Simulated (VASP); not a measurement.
Wanted: the native input for a VASP 6.6.1 run.

| Property | Result |
| --- | --- |
| Task | single point |
| Functional | PBE |
| Dispersion | D3(BJ) |
| Potentials or basis | VASP PAW PBE potentials, release 64 (C, H, F) |
| Cutoff | 520 eV |
| k mesh | 1 × 1 × 1 |
| Occupations | fermi-dirac, width 0.02 eV |
| Spin | no spin polarisation |
| Dipole correction | no |
| Further INCAR settings | LREAL = Auto; ALGO = Normal; EDIFF = 1e-06; NBANDS = 72 |

The structure of H11C4F3 lies in POSCAR:

```
H11C4F3
1.0
    8.3644000000      0.0000000000      0.0000000000
    0.0000000000      8.3644000000      0.0000000000
    0.0000000000      0.0000000000      8.3644000000
C H F
8 22 6
Direct
    0.4861436564      0.9748816412      0.1399622208
    0.6202118502      0.9009014394      0.1536033666
    0.8450695806      0.5298168428      0.9258165559
    0.9488546698      0.4066759122      0.9150327579
    0.4705059538      0.3822390130      0.5525799818
    0.3984386208      0.2416670652      0.5712065420
    0.2598871407      0.7040313710      0.8629549041
    0.2092319832      0.7652551289      0.7222634020
    0.4239156425      1.0169767108      0.2482305963
    0.4173401559      1.0107240209      0.0314906030
    0.6447683038      0.8307111090      0.2559418488
    0.6771555641      0.8661828703      0.0355315384
    0.7434006026      0.5246760078      1.0131151069
    0.8705944240      0.6432738750      0.8598823586
    0.9396848549      0.2959447181      0.9885825642
    1.0396561618      0.4036153221      0.8167591220
    0.4173521113      0.5019965568      0.5440557601
    0.6056860026      0.3845225001      0.5319329539
    0.2600903831      0.2354263306      0.5862942949
    0.4680550906      0.1361723495      0.5531897088
    0.2431256277      0.7591339486      0.9843264311
    0.3372148630      0.6011190283      0.8683348477
    0.1364353689      0.8743842953      0.7155324949
    0.2507890584      0.7103079719      0.6158600736
    0.9888934054      0.5212806657      0.1328367845
    0.4378317632      0.3445913634      0.8289417053
   -0.0818588303      0.0151116637      0.8661589594
    0.8871287839      0.2069484960      0.4388718856
    0.8508560088      0.4138611257      0.3008464445
    0.8640906700      1.1069652336      0.6705561666
    0.9475037062      0.5474750132      0.2379369710
    0.4672540768      0.3648319067      0.9363971116
   -0.0268160298      0.0195710392      0.9625914590
    0.9631533643      0.1605614270      0.5196069055
    0.7863325522      0.3088326718      0.3189708766
    0.7853043853      1.0526158481      0.7366816508
```

The cell was built by a generator and needn't be a form met in nature.

The input as run:

INCAR

```
SYSTEM = H11C4F3
ALGO = Normal
EDIFF = 1E-6
ENCUT = 520
GGA = PE
ISIF = 2
ISMEAR = -1
IVDW = 12
LASPH = .True.
LCHARG = .False.
LREAL = Auto
LWAVE = .False.
NBANDS = 72
NELM = 60
PREC = Accurate
SIGMA = 0.02
```

KPOINTS

```
k-points
0
Gamma
  1 1 1
  0 0 0
```

Potentials or basis: VASP PAW PBE potentials, release 64 (C, H, F).

Run with:

```bash
$ cat potpaw_PBE.64/C/POTCAR potpaw_PBE.64/H/POTCAR potpaw_PBE.64/F/POTCAR > POTCAR
$ mpirun -np 1 vasp_gam > vasp.out
```

It gave:

```yaml
Pressure: -0.8 GPa
Largest_force: 4.434 eV/Å
Band_gap_on_the_k_mesh: 4.51 eV, direct
Dispersion_energy_per_atom: -0.027 eV
```

Run time: 41 s on 1 thread of AMD EPYC 9R45 96-Core Processor (Zen 5), with other jobs on the host, peak memory 0.48 GiB.
